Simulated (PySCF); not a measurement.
# pyrrolidine, C4H9N

Molfile (atoms numbered from 1):
```
C4H9N
     RDKit          3D

 14 14  0  0  0  0  0  0  0  0999 V2000
   -0.1969   -1.1577    0.1201 C   0  0  0  0  0  0  0  0  0  0  0  0
    1.1405   -0.3876    0.0673 C   0  0  0  0  0  0  0  0  0  0  0  0
    0.7131    1.0955    0.0099 C   0  0  0  0  0  0  0  0  0  0  0  0
   -0.6461    1.1251   -0.5053 N   0  0  0  0  0  0  0  0  0  0  0  0
   -1.2673   -0.0450    0.0930 C   0  0  0  0  0  0  0  0  0  0  0  0
   -0.3021   -1.8183   -0.7547 H   0  0  0  0  0  0  0  0  0  0  0  0
   -0.2853   -1.7968    1.0116 H   0  0  0  0  0  0  0  0  0  0  0  0
    1.7139   -0.6612   -0.8321 H   0  0  0  0  0  0  0  0  0  0  0  0
    1.7879   -0.5992    0.9317 H   0  0  0  0  0  0  0  0  0  0  0  0
    0.7087    1.5233    1.0280 H   0  0  0  0  0  0  0  0  0  0  0  0
    1.3808    1.7249   -0.5969 H   0  0  0  0  0  0  0  0  0  0  0  0
   -0.6186    1.0034   -1.5170 H   0  0  0  0  0  0  0  0  0  0  0  0
   -2.1840   -0.3263   -0.4460 H   0  0  0  0  0  0  0  0  0  0  0  0
   -1.5684    0.2097    1.1246 H   0  0  0  0  0  0  0  0  0  0  0  0
  1  2  1  0
  2  3  1  0
  3  4  1  0
  4  5  1  0
  5  1  1  0
  1  6  1  0
  1  7  1  0
  2  8  1  0
  2  9  1  0
  3 10  1  0
  3 11  1  0
  4 12  1  0
  5 13  1  0
  5 14  1  0
M  END
```

Computed with PySCF, GIAO BHandHLYP/aug-pcSseg-1 magnetisability, rotational g tensor and spin-rotation constants, non-relativistic, gas phase. Geometry: PBE0-D3(BJ)/def2-SVP.

Give the nuclear spin-rotation constants along the inertial axes (H = +C I·J) beside the isotropic shieldings.

Rotational constants 6.9141, 6.7275, 3.9275 GHz. A star marks the isotopologue with that one atom substituted, in its own axes.
| atom | isotope | Caa (kHz) | Cbb (kHz) | Ccc (kHz) | mean (kHz) | σ (ppm) |
| --- | --- | --- | --- | --- | --- | --- |
| N4 | 14N | 0.351 | 0.382 | 0.235 | 0.323 | 199.8 |
| H6 | 1H | -0.610 | -0.634 | -0.004 | -0.416 | 30.0 |
| H7 | 1H | -0.367 | -0.568 | -0.170 | -0.368 | 29.8 |
| H8 | 1H | -0.607 | -0.632 | -0.006 | -0.415 | 30.0 |
| H9 | 1H | -0.369 | -0.571 | -0.168 | -0.369 | 29.8 |
| H10 | 1H | -0.768 | -0.594 | 0.137 | -0.408 | 29.0 |
| H11 | 1H | -0.647 | 0.002 | -0.249 | -0.298 | 28.4 |
| H12 | 1H | -0.751 | -0.875 | 0.073 | -0.518 | 31.0 |
| H13 | 1H | -0.645 | 0.003 | -0.251 | -0.298 | 28.4 |
| H14 | 1H | -0.768 | -0.595 | 0.138 | -0.408 | 29.0 |
| C1 | 13C* | 0.983 | 0.996 | 0.734 | 0.904 | 156.9 |
| C3 | 13C* | 1.339 | 1.055 | 0.904 | 1.099 | 133.8 |

For the geometry as given, no vibrational averaging.

How do the rotational constants and the g tensor change when H6, H7, H8, H9, H10, H11, H12, H13, H14 are replaced by deuterium?

Constants 5.2329, 5.1133, 3.1662 GHz; g -0.0110, 0.0014, -0.0038, against 0.0019, -0.0140, -0.0046 before.
